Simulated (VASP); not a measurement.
# Sr (P6_3/mmc) in VASP: a series of runs

One crystal, Sr, is run at these levels: PBE; tasks: single point.

All numbers are computed with VASP 6.6.1; they aren't measurements. Logs are shortened: lines on timing, memory, paths and dates and some standing lists are left out, and cuts for length are marked.

**1. Starting point**

It takes space group P6_3/mmc (No. 194, hexagonal). The conventional cell has a = 4.310 Å, b = 4.310 Å, c = 7.050 Å, α = 90.00°, β = 90.00°, γ = 120.00°. Sr (site symmetry -6m2) has 12 Sr at 4.31 Å as nearest neighbours.

This isn't the form of Sr at room conditions, which is fcc.

**2. Single point, PBE**

INCAR

```
SYSTEM = Sr
  ADDGRID = .False.
  ALGO = Normal
  EDIFF = 1E-6
  ENCUT = 400
  GGA = PE
  ISIF = 2
  ISMEAR = 0
  LASPH = .True.
  LCHARG = .False.
  LREAL = .False.
  LWAVE = .False.
  NBANDS = 17
  NELM = 100
  PREC = Accurate
  SIGMA = 0.2
```

KPOINTS

```
k-points
0
Gamma
  10 10 6
  0 0 0
```

POSCAR

```
Sr
1.0
    4.3100000000      0.0000000000      0.0000000000
   -2.1550000000      3.7325694903      0.0000000000
    0.0000000000      0.0000000000      7.0500000000
Sr
2
Direct
    0.6432960000      0.3178180000      0.7464440000
    0.3199860000      0.6535770000      0.2508690000
```

Potentials or basis: VASP PAW PBE potentials, release 64 (Sr_sv).

Started as:

```sh
$ cat potpaw_PBE.64/Sr_sv/POTCAR > POTCAR
$ mpirun -np 1 vasp_std > vasp.out
```

OUTCAR:

```text
SYSTEM = Sr
   EDIFF = 1E-6
   ENCUT = 400
   GGA = PE
   ISIF = 2
   ISMEAR = 0
   LASPH = .True.
   LREAL = .False.
   NELM = 100
   PREC = Accurate

 Found    304 irreducible k-points:

 Following reciprocal coordinates:
            Coordinates               Weight
  0.000000  0.000000  0.000000      1.000000
  0.100000  0.000000  0.000000      2.000000
  0.000000  0.100000  0.000000      2.000000
 -0.100000  0.100000  0.000000      2.000000
  0.200000  0.000000  0.000000      2.000000
  0.000000  0.200000  0.000000      2.000000
   k-points           NKPTS =    304   k-points in BZ     NKDIM =    304   number of bands    NBANDS=     17
   number of dos      NEDOS =    301   number of ions     NIONS =      2
   total plane-waves  NPLWV =  37632
   dimension x,y,z NGX =    28 NGY =   28 NGZ =   48
   dimension x,y,z NGXF=    56 NGYF=   56 NGZF=   96
   ions per type =               2
   NGX,Y,Z   is equivalent  to a cutoff of  10.80, 10.80, 11.32 a.u.
   NGXF,Y,Z  is equivalent  to a cutoff of  21.60, 21.60, 22.64 a.u.
 SYSTEM =  Sr
   PREC   = accura    normal or accurate (medium, high low for compatibility)
   ISTART =      0    job   : 0-new  1-cont  2-samecut
   ICHARG =      2    charge: 1-file 2-atom 10-const
   ISPIN  =      1    spin polarized calculation?
   LNONCOLLINEAR =      F non collinear calculations
   LSORBIT =      F    spin-orbit coupling
   LASPH  =      T    aspherical Exc in radial PAW
   ENCUT  =  400.0 eV  29.40 Ry    5.42 a.u.   7.03  7.03 11.50*2*pi/ulx,y,z
   NELM   =    100;   NELMIN=  2; NELMDL= -5     # of ELM steps
   EDIFF  = 0.1E-05   stopping-criterion for ELM
   LREAL  =      F    real-space projection
   EDIFFG = 0.1E-04   stopping-criterion for IOM
   NSW    =      0    number of steps for IOM
   IBRION =     -1    ionic relax: 0-MD 1-quasi-New 2-CG
   NFREE  =      0    steps in history (QN), initial steepest desc. (CG)
   ISIF   =      2    stress and relaxation
   ISYM   =      2    0-nonsym 1-usesym 2-fastsym
   POTIM  = 0.5000    time-step for ionic-motion
   TEBEG  =    0.0;   TEEND  =   0.0 temperature during run
   PSTRESS=    0.0 pullay stress
   NELECT =      20.0000    total number of electrons
   NUPDOWN=      -1.0000    fix difference up-down
   EMIN   =  10.00;   EMAX   =-10.00  energy-range for DOS
   EFERMI =   0.00;   METHOD = LEGACY
   ISMEAR =     0;   SIGMA  =   0.20  broadening in eV -4-tet -1-fermi 0-gaus
   EFERMI_NEDOS =   21; number of points for ismear=-14 and -15
   IALGO  =     38    algorithm
   IMIX   =      4    mixing-type and parameters
     AMIX     =   0.40;   BMIX     =  1.00
     AMIX_MAG =   1.60;   BMIX_MAG =  1.00
  volume/ion in A,a.u.               =      56.71       382.68
  Fermi-wavevector in a.u.,A,eV,Ry     =   0.918037  1.734838 11.466874  0.842791
  Thomas-Fermi vector in A             =   2.043073
   LORBIT       =      0    0 simple, 1 ext, 2 COOP (PROOUT), +10 PAW based schemes
   GGA     = PE    functional components
   LHFCALC =     F    Hartree Fock is set to
   AEXX    =    0.0000 exact exchange contribution
   IVDW    =     0    specifies the selected vdW correction
   LEPSILON=     F    determine dielectric tensor
   LRPA    =     F    only Hartree local field effects (RPA)
 non-spin polarized calculation
 Gauss-broadening in eV      SIGMA  =   0.20
  energy-cutoff  :      400.00
  volume of cell :      113.42
 maximum number of plane-waves:      2078
   NGX = 15   NGY = 15   NGZ = 23

 number of electron      20.0000000 magnetization

 Free energy of the ion-electron system (eV)
  ---------------------------------------------------
  ext. energy  EPLUGINS =         0.00000000
  ---------------------------------------------------
  free energy    TOTEN  =        -3.28974637 eV

  energy without entropy =       -3.23556671  energy(sigma->0) =       -3.26265654

 E-fermi :   1.4851     XC(G=0):  -7.2583

 val. band max:        1.4845575353   @ k =  -0.1000   0.2000   0.0000
 cond. band min:       1.4879949092   @ k =   0.2000   0.1000   0.0000
 fundamental gap:      0.0034373740
 Fermi energy:         1.4850633377

 k-point     1 :       0.0000    0.0000    0.0000
  band No.  band energies     occupation
      1     -35.1926      2.00000
      2     -35.1807      2.00000
      3     -17.2552      2.00000
      4     -17.1110      2.00000
      5     -17.1080      2.00000
      6     -17.0854      2.00000
[... 9 lines left out ...]
     16       4.1606      0.00000
     17       4.6221      0.00000

 k-point     2 :       0.1000    0.0000    0.0000
  band No.  band energies     occupation
      1     -35.1916      2.00000
      2     -35.1802      2.00000
      3     -17.2498      2.00000
      4     -17.1209      2.00000
      5     -17.1149      2.00000
      6     -17.0986      2.00000
[... 9 lines left out ...]
     16       4.2894      0.00000
     17       4.4279      0.00000

 k-point     3 :       0.0000    0.1000    0.0000
  band No.  band energies     occupation
      1     -35.1916      2.00000
      2     -35.1802      2.00000
      3     -17.2497      2.00000
      4     -17.1228      2.00000
      5     -17.1130      2.00000
      6     -17.0986      2.00000
[... 9 lines left out ...]
     16       4.2743      0.00000
     17       4.3937      0.00000

 k-point     4 :      -0.1000    0.1000    0.0000
  band No.  band energies     occupation
      1     -35.1916      2.00000
      2     -35.1802      2.00000
      3     -17.2496      2.00000
      4     -17.1234      2.00000
      5     -17.1124      2.00000
      6     -17.0987      2.00000
[... 9 lines left out ...]
     16       4.2662      0.00000
     17       4.3857      0.00000

 k-point     5 :       0.2000    0.0000    0.0000
  band No.  band energies     occupation
      1     -35.1889      2.00000
      2     -35.1789      2.00000
      3     -17.2347      2.00000
      4     -17.1547      2.00000
      5     -17.1323      2.00000
      6     -17.1250      2.00000
[... 9 lines left out ...]
     16       4.2453      0.00000
     17       4.3178      0.00000

 k-point     6 :       0.0000    0.2000    0.0000
  band No.  band energies     occupation
      1     -35.1888      2.00000
      2     -35.1789      2.00000
      3     -17.2341      2.00000
      4     -17.1562      2.00000
      5     -17.1328      2.00000
      6     -17.1234      2.00000
[... 9 lines left out ...]
     16       4.2541      0.00000
     17       4.3283      0.00000

 [... further k-points ...]

------------------------ aborting loop because EDIFF is reached ----------------------------------------

  FORCE on cell =-STRESS in cart. coord.  units (eV):
  Direction    XX          YY          ZZ          XY          YZ          ZX
  --------------------------------------------------------------------------------------
  -------------------------------------------------------------------------------------
  Total       -0.2468162     -0.2316140     -0.1569583     -0.0311541      0.0003514      0.0016393
  in kB       -3.4866627     -3.2719076     -2.2172808     -0.4401008      0.0049646      0.0231578
  external PRESSURE =      -2.9919504 kB  Pullay stress =       0.0000000 kB

 VOLUME and BASIS-vectors are now :
 -----------------------------------------------------------------------------
  energy-cutoff  :      400.00
  volume of cell :      113.42
      direct lattice vectors                 reciprocal lattice vectors
     4.310000000  0.000000000  0.000000000     0.232018561  0.133955979  0.000000000
    -2.155000000  3.732569490  0.000000000     0.000000000  0.267911958  0.000000000
     0.000000000  0.000000000  7.050000000     0.000000000  0.000000000  0.141843972

 POSITION                                       TOTAL-FORCE (eV/Angst)
 -----------------------------------------------------------------------------------
      2.08771      1.18628      5.26243         0.010841      0.002226      0.040338
     -0.02932      2.43952      1.76863        -0.010841     -0.002226     -0.040338
 -----------------------------------------------------------------------------------
    total drift:                                0.000002     -0.000003     -0.000001

  FREE ENERGIE OF THE ION-ELECTRON SYSTEM (eV)
  ---------------------------------------------------
  free  energy   TOTEN  =        -3.2897463688 eV

  energy  without entropy=       -3.2355667059  energy(sigma->0) =       -3.26265654
```

stdout:

```text
POSCAR found type information on POSCAR Sr
 POSCAR found :  1 types and       2 ions
 scaLAPACK will be used
 LDA part: xc-table for (Slater+PW92), standard interpolation
 POSCAR, INCAR and KPOINTS ok, starting setup
 FFT: planning ... GRIDC
 FFT: planning ... GRID_SOFT
 FFT: planning ... GRID
 WAVECAR not read
 entering main loop
```

It took 1.8 min on 1 thread of Intel Xeon 6975P-C (Granite Rapids), shared host; peak memory 0.43 GiB.

These settings aren't checked as converged: the numbers below hold their error.

What came out:

| Quantity | Value |
| --- | --- |
| Free energy | -3.2897 eV |
| Pressure | -0.3 GPa |
| Largest force | 0.042 eV/Å |
| Band gap on the k mesh | none (metal or under the smearing width) |

**3. Single point, PBE**

INCAR, as its differences from that of step 2:

```diff
@@ -15,2 +15,2 @@
   PREC = Accurate
-  SIGMA = 0.2
+  SIGMA = 0.1
```

KPOINTS is that of step 2.

POSCAR

```
Sr
1.0
    4.3100000000      0.0000000000      0.0000000000
   -2.1550000000      3.7325694903      0.0000000000
    0.0000000000      0.0000000000      7.0500000000
Sr
2
Direct
    0.6666666667      0.3333333333      0.7500000000
    0.3333333333      0.6666666667      0.2500000000
```

Potentials or basis: VASP PAW PBE potentials, release 64 (Sr_sv).

Started as:

```sh
$ cat potpaw_PBE.64/Sr_sv/POTCAR > POTCAR
$ mpirun -np 1 vasp_std > vasp.out
```

It took 21 s on 1 thread of Intel Xeon 6975P-C (Granite Rapids), shared host; peak memory 0.21 GiB.

The run converged, but some of its settings lie outside the range that counts as converged, so its numbers aren't taken as properties of the crystal.

Results:

```yaml
Free_energy: -3.2697 eV
Pressure: -0.3 GPa
Band_gap_on_the_k_mesh: none (metal or under the smearing width)
```

**4. Single point, PBE**

INCAR is that of step 3.

KPOINTS is that of step 3.

POSCAR

```
Sr
1.0
    4.3100000000      0.0000000000      0.0000000000
   -2.1550000000      3.7325694903      0.0000000000
    0.0000000000      0.0000000000      7.0500000000
Sr
2
Direct
    0.6432960000      0.3178180000      0.7464440000
    0.3199860000      0.6535770000      0.2508690000
```

Started as:

```sh
$ cat potpaw_PBE.64/Sr_sv/POTCAR > POTCAR
$ mpirun -np 1 vasp_std > vasp.out
```

It took 1.7 min on 1 thread of Intel Xeon 6975P-C (Granite Rapids), shared host; peak memory 0.43 GiB.

These settings aren't checked as converged: the numbers below hold their error.

What came out:

| Property | Result |
| --- | --- |
| Free energy | -3.2689 eV |
| Pressure | -0.3 GPa |
| Largest force | 0.042 eV/Å |
| Band gap on the k mesh | none (metal or under the smearing width) |

**5. Single point, PBE**

INCAR, as its differences from that of step 4:

```diff
@@ -15,2 +15,2 @@
   PREC = Accurate
-  SIGMA = 0.1
+  SIGMA = 0.05
```

KPOINTS is that of step 4.

POSCAR

```
Sr
1.0
    4.3100000000      0.0000000000      0.0000000000
   -2.1550000000      3.7325694903      0.0000000000
    0.0000000000      0.0000000000      7.0500000000
Sr
2
Direct
    0.6666666667      0.3333333333      0.7500000000
    0.3333333333      0.6666666667      0.2500000000
```

Started as:

```sh
$ cat potpaw_PBE.64/Sr_sv/POTCAR > POTCAR
$ mpirun -np 1 vasp_std > vasp.out
```

Wall time 21 s (1 thread of Intel Xeon 6975P-C (Granite Rapids), shared host); peak memory 0.2 GiB.

The run converged, but some of its settings lie outside the range that counts as converged, so its numbers aren't taken as properties of the crystal.

What came out:

* Free energy: -3.2638 eV
* Pressure: -0.3 GPa
* Band gap on the k mesh: none (metal or under the smearing width)

**6. The reference run**

An earlier run on the cell as given: functional PBE; potentials or basis VASP PAW PBE potentials, release 64 (Sr_sv); cutoff 520 eV; k mesh 7 × 7 × 4; occupations fermi-dirac, width 0.05 eV; no spin polarisation.

* Pressure: -0.3 GPa
* Band gap on the k mesh: none (metal or under the smearing width)
